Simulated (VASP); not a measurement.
# PbSe (Clausthalite) (Fm-3m) in VASP: further runs

The runs below take PbSe (Clausthalite) through band structure, with SCAN, rSCAN, PBE.

All numbers are computed with VASP 6.6.1; they aren't measurements. Logs are shortened: lines on timing, memory, paths and dates and some standing lists are left out, and cuts for length are marked.

**Measured values to compare with.**

A printed reference work, monograph reports, for a bulk crystal of PbSe: band gap 0.15 eV (direct) at 4.2 K; band gap 0.28 eV (direct) at 300 K.

How close the calculation comes is told below.

**1. Starting point**

Symmetry: Fm-3m, No. 225, cubic system. The conventional cell has a = 6.121 Å, b = 6.121 Å, c = 6.121 Å, α = 90.00°, β = 90.00°, γ = 90.00°. Around Pb (site symmetry m-3m) lie 6 Se at 3.06 Å. Around Se (site symmetry m-3m) lie 6 Pb at 3.06 Å.

**2. Band structure, SCAN, spin-orbit coupling, no magnetisation**

INCAR reads:

```
  PREC = Accurate
  ENCUT = 520
  EDIFF = 1E-7
  ISMEAR = -1
  SIGMA = 0.05
  LREAL = False
  LASPH = True
  NELM = 80
  ALGO = Normal
  ISIF = 2
  LWAVE = False
  LCHARG = False
  LNONCOLLINEAR = True
  MAGMOM = 0 0 0 0 0 0
  LORBIT = 11
  LSORBIT = True
  GGA_COMPAT = False
  METAGGA = SCAN
  LMIXTAU = True
```

KPOINTS reads:

```
Automatic mesh
0
Gamma
  6 6 6
```

POSCAR reads:

```
PbSe
1.0
    0.0000000000      3.0606500000      3.0606500000
    3.0606500000      0.0000000000      3.0606500000
    3.0606500000      3.0606500000      0.0000000000
Pb Se
1 1
Direct
    0.0000000000      0.0000000000      0.0000000000
    0.5000000000      0.5000000000      0.5000000000
```

KPOINTS_OPT reads:

```
path GXWKGLUWLK,UX
10
line-mode
reciprocal
 0.0000000000  0.0000000000  0.0000000000  G
 0.5000000000  0.0000000000  0.5000000000  X

 0.5000000000  0.0000000000  0.5000000000  X
 0.5000000000  0.2500000000  0.7500000000  W

 0.5000000000  0.2500000000  0.7500000000  W
 0.3750000000  0.3750000000  0.7500000000  K

 0.3750000000  0.3750000000  0.7500000000  K
 0.0000000000  0.0000000000  0.0000000000  G

 0.0000000000  0.0000000000  0.0000000000  G
 0.5000000000  0.5000000000  0.5000000000  L

 0.5000000000  0.5000000000  0.5000000000  L
 0.6250000000  0.2500000000  0.6250000000  U

 0.6250000000  0.2500000000  0.6250000000  U
 0.5000000000  0.2500000000  0.7500000000  W

 0.5000000000  0.2500000000  0.7500000000  W
 0.5000000000  0.5000000000  0.5000000000  L

 0.5000000000  0.5000000000  0.5000000000  L
 0.3750000000  0.3750000000  0.7500000000  K

 0.6250000000  0.2500000000  0.6250000000  U
 0.5000000000  0.0000000000  0.5000000000  X
```

Potentials or basis: VASP PAW PBE potentials, release 64 (Pb_d, Se).

Started as:

```bash
cat potpaw_PBE.64/Pb_d/POTCAR potpaw_PBE.64/Se/POTCAR > POTCAR
mpirun -np 1 vasp_ncl > vasp.out
```

OUTCAR:

```text
PREC = Accurate
   ENCUT = 520
   EDIFF = 1E-7
   ISMEAR = -1
   LREAL = False
   LASPH = True
   NELM = 80
   ISIF = 2
   LNONCOLLINEAR = True
   LORBIT = 11
   LSORBIT = True
   METAGGA = SCAN

 ion  position               nearest neighbor table
   1  0.000  0.000  0.000-   2 3.06   2 3.06   2 3.06   2 3.06   2 3.06   2 3.06
   2  0.500  0.500  0.500-   1 3.06   1 3.06   1 3.06   1 3.06   1 3.06   1 3.06

  LATTYP: Found a face centered cubic cell.
 ALAT       =     6.1213000000

  Lattice vectors:

 A1 = (   0.0000000000,   3.0606500000,   3.0606500000)
 A2 = (   3.0606500000,   0.0000000000,   3.0606500000)
 A3 = (   3.0606500000,   3.0606500000,   0.0000000000)

Analysis of symmetry for initial positions (statically):
=====================================================================
 Subroutine PRICEL returns:
 Original cell was already a primitive cell.

 Routine SETGRP: Setting up the symmetry group for a
 face centered cubic supercell.

 Subroutine GETGRP returns: Found 48 space group operations
 (whereof 48 operations were pure point group operations)
 out of a pool of 48 trial point group operations.

The static configuration has the point symmetry O_h .

Analysis of symmetry for dynamics (positions and initial velocities):
=====================================================================
 Subroutine PRICEL returns:
 Original cell was already a primitive cell.

 Routine SETGRP: Setting up the symmetry group for a
 face centered cubic supercell.

 Subroutine GETGRP returns: Found 48 space group operations
 (whereof 48 operations were pure point group operations)
 out of a pool of 48 trial point group operations.

The dynamic configuration has the point symmetry O_h .

Analysis of structural, dynamic, and magnetic symmetry:
=====================================================================
 Subroutine PRICEL returns:
 Original cell was already a primitive cell.

 Routine SETGRP: Setting up the symmetry group for a
 face centered cubic supercell.

 Subroutine GETGRP returns: Found 48 space group operations
 (whereof 48 operations were pure point group operations)
 out of a pool of 48 trial point group operations.

The overall configuration has the point symmetry O_h .

 Subroutine INISYM returns: Found 48 space group operations
 (whereof 48 operations are pure point group operations),
 and found     1 'primitive' translations

----------------------------------------------------------------------------------------

                                     Primitive cell

  volume of cell :      57.3418

  direct lattice vectors                    reciprocal lattice vectors
     0.000000000  3.060650000  3.060650000    -0.163363991  0.163363991  0.163363991
     3.060650000  0.000000000  3.060650000     0.163363991 -0.163363991  0.163363991
     3.060650000  3.060650000  0.000000000     0.163363991  0.163363991 -0.163363991

  length of vectors
     4.328412740  4.328412740  4.328412740     0.282954733  0.282954733  0.282954733

  position of ions in fractional coordinates (direct lattice)
     0.000000000  0.000000000  0.000000000
     0.500000000  0.500000000  0.500000000

  ion indices of the primitive-cell ions
   primitive index   ion index
                 1           1
                 2           2

----------------------------------------------------------------------------------------

 KPOINTS: Automatic mesh

Automatic generation of k-mesh.
 Grid dimensions read from file:
 generate k-points for:    6    6    6

 Generating k-lattice:

  Cartesian coordinates                     Fractional coordinates (reciprocal lattice)
    -0.027227332  0.027227332  0.027227332     0.166666667  0.000000000  0.000000000
     0.027227332 -0.027227332  0.027227332     0.000000000  0.166666667  0.000000000
[... 69 lines left out ...]
     AMIX_MAG =   1.60;   BMIX_MAG =  1.00
  volume/ion in A,a.u.               =      28.67       193.48
  Fermi-wavevector in a.u.,A,eV,Ry     =   1.152377  2.177676 18.068159  1.327972
  Thomas-Fermi vector in A             =   2.289028
   LORBIT       =     11    0 simple, 1 ext, 2 COOP (PROOUT), +10 PAW based schemes
   METAGGA = SCAN    functional components
   LHFCALC =     F    Hartree Fock is set to
   AEXX    =    0.0000 exact exchange contribution
   IVDW    =     0    specifies the selected vdW correction
   LEPSILON=     F    determine dielectric tensor
   LRPA    =     F    only Hartree local field effects (RPA)
  energy-cutoff  :      520.00
  volume of cell :       57.34
 maximum number of plane-waves:      3144
   NGX = 17   NGY = 17   NGZ = 17

 number of electron      20.0000000 magnetization       0.0000000      0.0000000      0.0000000

 number of electron      20.0000000 magnetization      -0.0000000      0.0000000      0.0000000

 number of electron      20.0000000 magnetization      -0.0000000     -0.0000000     -0.0000000

 number of electron      20.0000000 magnetization      -0.0000000     -0.0000000      0.0000000

 Free energy of the ion-electron system (eV)
  ---------------------------------------------------
  ext. energy  EPLUGINS =         0.00000000
  ---------------------------------------------------
  free energy    TOTEN  =       -97.36935133 eV

  energy without entropy =      -97.36678384  energy(sigma->0) =      -97.36806759

 E-fermi :   4.7880     XC(G=0): -10.1017

 val. band max:        4.7869830807   @ k =   0.5000   0.0000   0.0000
 cond. band min:       4.7890185334   @ k =   0.5000   0.0000   0.0000
 fundamental gap:      0.0020354527
 Fermi energy:         4.7880025996

 k-point     1 :       0.0000    0.0000    0.0000
  band No.  band energies     occupation
      1     -13.8959      1.00000
      2     -13.8959      1.00000
      3     -13.8959      1.00000
      4     -13.8959      1.00000
      5     -11.3489      1.00000
      6     -11.3489      1.00000
[... 485 lines left out ...]
     27      11.7168      0.00000
     28      11.7168      0.00000

------------------------ aborting loop because EDIFF is reached ----------------------------------------

  FORCE on cell =-STRESS in cart. coord.  units (eV):
  Direction    XX          YY          ZZ          XY          YZ          ZX
  --------------------------------------------------------------------------------------
  -------------------------------------------------------------------------------------
  Total        0.1828062      0.1828062      0.1828062      0.0000000      0.0000000     -0.0000000
  in kB        5.1077608      5.1077608      5.1077608      0.0000000      0.0000000     -0.0000000
  external PRESSURE =       5.1077608 kB  Pullay stress =       0.0000000 kB

 VOLUME and BASIS-vectors are now :
 -----------------------------------------------------------------------------
  energy-cutoff  :      520.00
  volume of cell :       57.34
      direct lattice vectors                 reciprocal lattice vectors
     0.000000000  3.060650000  3.060650000    -0.163363991  0.163363991  0.163363991
     3.060650000  0.000000000  3.060650000     0.163363991 -0.163363991  0.163363991
     3.060650000  3.060650000  0.000000000     0.163363991  0.163363991 -0.163363991

 POSITION                                       TOTAL-FORCE (eV/Angst)
 -----------------------------------------------------------------------------------
      0.00000      0.00000      0.00000        -0.000000      0.000000     -0.000000
      3.06065      3.06065      3.06065         0.000000     -0.000000      0.000000
 -----------------------------------------------------------------------------------
    total drift:                                0.000000     -0.000000     -0.000000

  FREE ENERGIE OF THE ION-ELECTRON SYSTEM (eV)
  ---------------------------------------------------
  free  energy   TOTEN  =       -97.3693513288 eV

  energy  without entropy=      -97.3667838416  energy(sigma->0) =      -97.36806759

 Spin-Orbit-Coupling matrix elements

 Ion:    1  E_soc:     -0.8607758
 l=   1
     0.0000000    -0.0787705    -0.0787705
    -0.0787705     0.0000000    -0.0787705
    -0.0787705    -0.0787705     0.0000000
 l=   2
     0.0000000    -0.0129971     0.0000000    -0.0129971    -0.0516950
    -0.0129971     0.0000000    -0.0387713    -0.0129971    -0.0129238
     0.0000000    -0.0387713     0.0000000    -0.0387713     0.0000000
    -0.0129971    -0.0129971    -0.0387713     0.0000000    -0.0129238
    -0.0516950    -0.0129238     0.0000000    -0.0129238     0.0000000
 l=   3
     0.0000000     0.0000000     0.0000000     0.0000000     0.0000000     0.0000000     0.0000000
     0.0000000     0.0000000     0.0000000     0.0000000     0.0000000     0.0000000     0.0000000
     0.0000000     0.0000000     0.0000000     0.0000000     0.0000000     0.0000000     0.0000000
     0.0000000     0.0000000     0.0000000     0.0000000     0.0000000     0.0000000     0.0000000
     0.0000000     0.0000000     0.0000000     0.0000000     0.0000000     0.0000000     0.0000000
     0.0000000     0.0000000     0.0000000     0.0000000     0.0000000     0.0000000     0.0000000
     0.0000000     0.0000000     0.0000000     0.0000000     0.0000000     0.0000000     0.0000000

 Ion:    2  E_soc:     -0.0461085
 l=   1
     0.0000000    -0.0077015    -0.0077015
    -0.0077015     0.0000000    -0.0077015
    -0.0077015    -0.0077015     0.0000000
 l=   2
     0.0000000    -0.0000022     0.0000000    -0.0000022     0.0000189
    -0.0000022     0.0000000     0.0000142    -0.0000022     0.0000047
     0.0000000     0.0000142     0.0000000     0.0000142     0.0000000
    -0.0000022    -0.0000022     0.0000142     0.0000000     0.0000047
     0.0000189     0.0000047     0.0000000     0.0000047     0.0000000
 l=   3
     0.0000000     0.0000000     0.0000000     0.0000000     0.0000000     0.0000000     0.0000000
     0.0000000     0.0000000     0.0000000     0.0000000     0.0000000     0.0000000     0.0000000
     0.0000000     0.0000000     0.0000000     0.0000000     0.0000000     0.0000000     0.0000000
     0.0000000     0.0000000     0.0000000     0.0000000     0.0000000     0.0000000     0.0000000
     0.0000000     0.0000000     0.0000000     0.0000000     0.0000000     0.0000000     0.0000000
     0.0000000     0.0000000     0.0000000     0.0000000     0.0000000     0.0000000     0.0000000
     0.0000000     0.0000000     0.0000000     0.0000000     0.0000000     0.0000000     0.0000000

 total charge

# of ion       s       p       d       tot
------------------------------------------
    1        1.505   0.557   9.833  11.894
    2        1.474   2.351   0.018   3.843
--------------------------------------------------
tot          2.979   2.908   9.850  15.737

 magnetization (x)

# of ion       s       p       d       tot
------------------------------------------
    1       -0.000   0.000   0.000  -0.000
    2        0.000   0.000   0.000   0.000
--------------------------------------------------
tot         -0.000   0.000   0.000  -0.000

 magnetization (y)

# of ion       s       p       d       tot
------------------------------------------
    1        0.000   0.000   0.000   0.000
    2        0.000   0.000   0.000   0.000
--------------------------------------------------
tot          0.000   0.000   0.000   0.000

 magnetization (z)

# of ion       s       p       d       tot
------------------------------------------
    1        0.000   0.000   0.000   0.000
    2        0.000  -0.000  -0.000  -0.000
--------------------------------------------------
tot          0.000  -0.000   0.000   0.000
```

Wall time 17 min (1 thread of Intel Xeon Platinum 8488C (Sapphire Rapids), shared host); peak memory 0.4 GiB.

What came out:

```yaml
Free_energy: -97.3694 eV
Pressure: 0.5 GPa
Valence_electrons_inside_the_program's_atomic_spheres: Pb 11.89; Se 3.84
```

Caveat: the PAW data sets were made with another functional, which shifts forces and pressure a little.

**3. Band structure, rSCAN**

INCAR reads:

```
SYSTEM = PbSe
PREC = Accurate
ENCUT = 520
EDIFF = 1E-6
ISMEAR = -1
SIGMA = 0.05
LREAL = .FALSE.
LASPH = .TRUE.
NELM = 80
ALGO = Normal
ISIF = 2
LWAVE = .FALSE.
LCHARG = .FALSE.
METAGGA = RSCAN
LMIXTAU = .TRUE.
NBANDS = 17
```

KPOINTS reads:

```
regular mesh
0
G
  8 8 8
  0 0 0
```

POSCAR is that of step 2.

KPOINTS_OPT is that of step 2.

Potentials or basis: VASP PAW PBE potentials, release 64 (Pb_d, Se).

Started as:

```bash
cat potpaw_PBE.64/Pb_d/POTCAR potpaw_PBE.64/Se/POTCAR > POTCAR
mpirun -np 1 vasp_std > vasp.out
```

OUTCAR:

```text
SYSTEM = PbSe
   PREC = Accurate
   ENCUT = 520
   EDIFF = 1E-6
   ISMEAR = -1
   LREAL = .FALSE.
   LASPH = .TRUE.
   NELM = 80
   ISIF = 2
   METAGGA = RSCAN

 ion  position               nearest neighbor table
   1  0.000  0.000  0.000-   2 3.06   2 3.06   2 3.06   2 3.06   2 3.06   2 3.06
   2  0.500  0.500  0.500-   1 3.06   1 3.06   1 3.06   1 3.06   1 3.06   1 3.06

  LATTYP: Found a face centered cubic cell.
 ALAT       =     6.1213000000

  Lattice vectors:

[... 668 lines left out ...]

  FORCE on cell =-STRESS in cart. coord.  units (eV):
  Direction    XX          YY          ZZ          XY          YZ          ZX
  --------------------------------------------------------------------------------------
  -------------------------------------------------------------------------------------
  Total        0.5615928      0.5615928      0.5615928      0.0000000     -0.0000000     -0.0000000
  in kB       15.6913779     15.6913779     15.6913779      0.0000000     -0.0000000     -0.0000000
  external PRESSURE =      15.6913779 kB  Pullay stress =       0.0000000 kB

 VOLUME and BASIS-vectors are now :
 -----------------------------------------------------------------------------
  energy-cutoff  :      520.00
  volume of cell :       57.34
      direct lattice vectors                 reciprocal lattice vectors
     0.000000000  3.060650000  3.060650000    -0.163363991  0.163363991  0.163363991
     3.060650000  0.000000000  3.060650000     0.163363991 -0.163363991  0.163363991
     3.060650000  3.060650000  0.000000000     0.163363991  0.163363991 -0.163363991

 POSITION                                       TOTAL-FORCE (eV/Angst)
 -----------------------------------------------------------------------------------
      0.00000      0.00000      0.00000         0.000000      0.000000      0.000000
      3.06065      3.06065      3.06065        -0.000000     -0.000000     -0.000000
 -----------------------------------------------------------------------------------
    total drift:                                0.000000     -0.000000     -0.000000

  FREE ENERGIE OF THE ION-ELECTRON SYSTEM (eV)
  ---------------------------------------------------
  free  energy   TOTEN  =      -125.4033640124 eV

  energy  without entropy=     -125.4033242852  energy(sigma->0) =     -125.40334415
```

stdout:

```text
POSCAR found type information on POSCAR PbSe
 POSCAR found :  2 types and       2 ions
 scaLAPACK will be used
 -----------------------------------------------------------------------------
|                                                                             |
|                                                                             |
|     You enforced a specific xc type in the INCAR file but a different       |
|     I HOPE YOU KNOW WHAT YOU ARE DOING!                                     |
|                                                                             |
 -----------------------------------------------------------------------------

 LDA part: xc-table for (None), standard interpolation
 POSCAR, INCAR and KPOINTS ok, starting setup
 FFT: planning ... GRIDC
 FFT: planning ... GRID_SOFT
 FFT: planning ... GRID
 WAVECAR not read
 entering main loop
 Start KPOINTS_OPT (optional k-point list driver)
k-point batch [1-29\100]
k-point batch [30-58\100]
k-point batch [59-87\100]
k-point batch [88-100\100]
```

It took 3 min on 1 thread of Intel Xeon Platinum 8488C (Sapphire Rapids), shared host; peak memory 0.2 GiB.

What came out:

- Free energy: -125.4034 eV
- Pressure: 1.6 GPa
- Band gap on the k mesh: 0.55 eV, direct
- Band gap along the path: 0.55 eV, direct

Levels at the corners of the path, in eV from the valence-band top:
```csv
point,band 8,band 9,band 10,band 11,band 12,band 13
Γ,-2.04,-2.04,-2.04,5.01,5.01,5.01
X,-5.16,-3.40,-3.40,4.00,5.97,5.97
X,-5.16,-3.40,-3.40,4.00,5.97,5.97
W,-4.40,-4.40,-0.89,2.14,5.28,5.28
W,-4.40,-4.40,-0.89,2.14,5.28,5.28
K,-4.75,-2.88,-2.48,3.67,4.27,5.80
K,-4.75,-2.88,-2.48,3.67,4.27,5.80
Γ,-2.04,-2.04,-2.04,5.01,5.01,5.01
Γ,-2.04,-2.04,-2.04,5.01,5.01,5.01
L,-1.62,-1.62,0.00,0.55,1.89,1.89
L,-1.62,-1.62,0.00,0.55,1.89,1.89
U,-4.75,-2.88,-2.48,3.67,4.27,5.80
U,-4.75,-2.88,-2.48,3.67,4.27,5.80
W,-4.40,-4.40,-0.89,2.14,5.28,5.28
W,-4.40,-4.40,-0.89,2.14,5.28,5.28
L,-1.62,-1.62,0.00,0.55,1.89,1.89
L,-1.62,-1.62,0.00,0.55,1.89,1.89
K,-4.75,-2.88,-2.48,3.67,4.27,5.80
U,-4.75,-2.88,-2.48,3.67,4.27,5.80
X,-5.16,-3.40,-3.40,4.00,5.97,5.97
```

Caveat: the PAW data sets were made with another functional, which shifts forces and pressure a little; spin-orbit coupling is left out, which as a rule narrows the gap of such compounds by several tenths of an eV.

(Part 1 of 2 ends here.)
